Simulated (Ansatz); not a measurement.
A 2-atom cell of BeS (F-43m) from a materials database, relaxed with r2SCAN in the PAW code Ansatz: it is cubic, F-43m (No. 216); conventional cell a = 4.869 Å, 14.43 Å³ an atom. Be has 4 S at 2.11 Å; S has 4 Be at 2.11 Å. The primitive cell holds 2 atoms in 28.85 Å³. No spin polarisation and no zero-point or thermal motion.

Computed values: PBE gives a gap of 3.14 eV and PBE0 (25 % exact exchange) 4.80 eV; one over PBE's mean ε∞ is 0.190. HSE06 (6×6×6) gives a least gap of 4.09 eV and a least direct gap of 6.80 eV. r2SCAN's ε∞ is 4.94. On the PBEsol cell (Ω = 28.30 Å³ for two atoms) PBEsol gives ω_TO = 577.3 cm⁻¹, Z* = ±1.583 and ε∞ = 5.384.

Problem. What is the density?

Solution. The cell holds 1 Be, 1 S: M = 1×9.012 + 1×32.060 = 41.07 u in V = 28.85 Å³. ρ = 1.66054 × M/V = 1.66054 × 41.07/28.85 = 2.364 g/cm³, for the static r2SCAN lattice.

Problem. Taking the gap as linear in the share of unscreened exchange, estimate the gap of the hybrid whose share is 1/ε∞.

Solution. The slope is (4.80 − 3.14)/0.25 = 6.64 eV per unit share, so E_g ≈ 3.14 + 6.64 × 0.190 = 4.40 eV. The run with that share gives 4.39 eV (6×6×6 mesh), -0.01 eV from the straight line.

Problem. At what wavelength does absorption set in by HSE06, excitons left aside?

Solution. λ = 1239.84 eV nm/E: 303 nm for the least gap, where it needs phonons and is weak, and 182 nm for direct transitions. That lies in the ultraviolet, so by this gap the crystal is transparent to visible light.

Problem. What refractive index and reflectivity at normal incidence follow, below the gap and above the phonons?

Solution. n = √4.94 = 2.223; R = ((n − 1)/(n + 1))² = (1.223/3.223)² = 14.4 % a face.

Problem. Work out the longitudinal frequency.

Solution. ω_LO² − ω_TO² = 4π Z*² e²/(ε∞ μ Ω), with μ = 9.01×32.06/41.07 = 7.033 u and e² = 14.400 eV Å; √(eV/(u Å²)) is 521.47 cm⁻¹. That gives 1.15e+05 cm⁻², so ω_LO = √(577.3² + 1.15e+05) = 669.6 cm⁻¹; the program prints 669.6.

Problem. What static dielectric constant follows from Lyddane-Sachs-Teller, and how strong is the polar coupling 1/ε∞ − 1/ε⁰?

Solution. ε⁰ = ε∞ (ω_LO/ω_TO)² = 5.384 × (669.6/577.3)² = 7.24 (the run: 7.24). 1/ε∞ − 1/ε⁰ = 0.1857 − 0.1381 = 0.0477, the factor that enters the Fröhlich constant.

The meshes of the hybrids are coarse, so their gaps aren't converged to the digits shown.
